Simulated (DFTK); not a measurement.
The system is Pt.

```
CELL_PARAMETERS angstrom
-1.58422 1.58422 1.58422
1.58422 -1.58422 1.58422
1.58422 1.58422 -1.58422
ATOMIC_POSITIONS crystal
Pt 0.00000 0.00000 0.00000
```

This isn't the form of Pt at room conditions, which is fcc.

```yaml
Program: DFTK 0.8.2
Task: single point
Functional: PBE
Potentials_or_basis: dojo.nc.sr.pbe.v0_4_1.standard.upf (PBE)
Cutoff: 1143 eV
k_mesh: 12 × 12 × 12
Occupations: fermi-dirac, width 0.05 eV
Spin: no spin polarisation
```

On this cell: pressure -1.9 GPa; band gap on the k mesh none (metal or under the smearing width).

The same run follows on a disturbed copy (cell strained at random at fixed volume):

```
Pt
1.0
    -1.51792    1.61257    1.57266
     1.58438   -1.59122    1.61776
     1.52358    1.59687   -1.55131
Pt
1
Direct
  0.98769 0.99114 0.98751
```

**Question.** What does the disturbed cell give?

**Answer.** The energy (extrapolated to zero smearing) moves by +12.3 meV/atom; pressure -1.4 GPa; band gap on the k mesh none (metal or under the smearing width).

Stress tensor (GPa, compression positive):
```
-2.93 -0.15 -5.95
-0.15 -0.18 -2.03
-5.95 -2.03 -1.03
```
